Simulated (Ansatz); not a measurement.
¹⁷O nuclear quadrupole resonance in SnO2

Cell: a Materials Project structure (computed, not necessarily an observed phase), taken as it stands.

```
Sn O
1.0
    -3.24890    3.41447    3.41402
     3.24890   -3.41447    3.41402
     3.24890    3.41447   -3.41402
Sn O
4 8
Direct
  0.99640 0.24640 0.75000
  0.00360 0.75360 0.25000
  0.50000 0.50000 0.50000
  0.50000 0.00000 0.00000
  0.19350 0.19623 0.50272
  0.69756 0.75406 0.94351
  0.19350 0.69078 0.99728
  0.31056 0.75406 0.55649
  0.68944 0.24594 0.44350
  0.30244 0.24594 0.05649
  0.80650 0.30922 0.00272
  0.80650 0.80377 0.49728
```

Sites (sets of like atoms) are named by element and the number of their first atom in this list.

The numbers come from a DFT calculation in Ansatz (PBE, plane waves and PAW (field gradients read without the response of the frozen cores, which leaves them typically 4 to 6 % off), scalar-relativistic, 420 eV cutoff, Γ-centred 5×5×5 k-points, Fermi–Dirac smearing 0.02 eV).

¹⁷O: I = 5/2, Q = -25.58 mb (year-2017 value). Static lattice, zero field.

(1) The simulated lines lie at 1.10, 2.14 MHz. What are |C_Q|, η and |V_zz| at O?

## Answers

(1) For I = 5/2 and η = 0 the lines are 3|C_Q|/20 and twice that; η pulls their ratio below 2. Here |C_Q| = 7.17 MHz, η = 0.13 and |V_zz| = 11.59 × 10²¹ V/m². The calculation gives V_zz negative; the lines don't show the sign. The site has 3 Sn at 2.09–2.10 Å.

At O V_zz stands upright on the plane through its three neighbours (within 1°).

Without spin–orbit coupling (the program notes it for Sn) the gradients can shift somewhat, as the gap is small.

Hardware: 1 thread of Intel Xeon Platinum 8375C CPU @ 2.90GHz (Ice Lake) (x86_64; 16 cores open to the job, memory cap 3.0 GiB, no GPU), a shared host with a load of 0.6 a core. Wall time 22 s, CPU time 22 s, peak memory 0.57 GiB.
